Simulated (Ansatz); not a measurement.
## Fe (fcc): energy against volume

Level of theory: DFT, LDA (PW92), plane waves (420 eV) with PAW, scalar-relativistic in Ansatz. (PAW data from PBE, frozen cores regenerated.)

The cell is scaled uniformly from the relaxed one, with fractional coordinates and shape fixed. Energies are extrapolated to zero smearing, pressures are those at the given smearing. Magnetic state: spin not included.

A Birch-Murnaghan fit gives V₀ = 9.60 Å³/atom, B₀ = 345 GPa, B₀′ = 4.5.

Problem. What are the energy above the minimum and the pressure at 8.842 Å³/atom?

Solution. 74.1 meV/atom and 34.57 GPa as computed.

Problem. What are the energy above the minimum and the pressure at 9.226 Å³/atom?

Solution. 16.4 meV/atom and 15.42 GPa as computed.

Problem. What are the energy above the minimum and the pressure at 9.995 Å³/atom?

Solution. 16.6 meV/atom and -12.18 GPa as computed.
